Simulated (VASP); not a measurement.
Write the native input for VASP 6.6.1 that does the following.

```
Task                   : single point
Functional             : PBEsol
Potentials or basis    : VASP PAW PBE potentials, release 64 (W_sv, S)
Cutoff                 : 520 eV
k mesh                 : 10 × 10 × 3
Occupations            : fermi-dirac, width 0.05 eV
Spin                   : no spin polarisation
Ladder                 : free
Further INCAR settings : ALGO = Normal; EDIFF = 1e-07; NBANDS = 35
```

The structure of WS2 (Tungstenite) lies in POSCAR:

```
WS2
1.0
    3.1800000000      0.0000000000      0.0000000000
   -1.5900000000      2.7539607840      0.0000000000
    0.0000000000      0.0000000000     12.5000000000
W S
2 4
Direct
    0.6704130000      0.3321320000      0.7485110000
    0.3515260000      0.6761130000      0.2481590000
    0.6505480000      0.3288460000      0.3705640000
    0.3323830000      0.6657620000      0.8697960000
    0.6835930000      0.3404960000      0.1221550000
    0.3527360000      0.6757840000      0.6264210000
```

The cell isn't the ideal one: atoms moved at random, drawn with an rms of 0.05 Å.

One way to write it, as run:

INCAR

```
SYSTEM = WS2
PREC     = Accurate       ! precision mode
ENCUT    = 520            ! plane-wave cutoff, eV
EDIFF    = 1E-7           ! SCF threshold, eV
ISMEAR   = -1             ! smearing method
SIGMA    = 0.05           ! smearing width, eV
LREAL    = .FALSE.        ! projectors in reciprocal space
LASPH    = .TRUE.         ! aspherical terms in the spheres
NELM     = 60             ! most SCF steps
ALGO     = Normal         ! electronic algorithm
ISIF     = 2              ! what is computed and relaxed
LWAVE    = .FALSE.        ! write WAVECAR
LCHARG   = .FALSE.        ! write CHGCAR
GGA      = PS             ! functional
NBANDS   = 35             ! bands
KPAR     = 2
```

KPOINTS

```
Automatic mesh
0
G
  10 10 3
  0 0 0
```

Potentials or basis: VASP PAW PBE potentials, release 64 (W_sv, S).

Run with:

```sh
$ cat potpaw_PBE.64/W_sv/POTCAR potpaw_PBE.64/S/POTCAR > POTCAR
$ mpirun -np 2 vasp_std > vasp.out
```

It gave:

```
Pressure               : 0.4 GPa
Largest force          : 1.346 eV/Å
Band gap on the k mesh : 1.08 eV, indirect (least direct gap 1.90 eV)
```

Caveat: the PAW data sets were made with another functional, which shifts forces and pressure a little; spin-orbit coupling is left out, which moves the levels of the heavy elements; an odd mesh through Γ misses points on the zone boundary, where band edges often lie.

Wall time 3.3 min on 2 MPI ranks on Intel(R) Xeon(R) Platinum 8488C (Sapphire Rapids), with other jobs on the host, peak memory 0.53 GiB a rank.
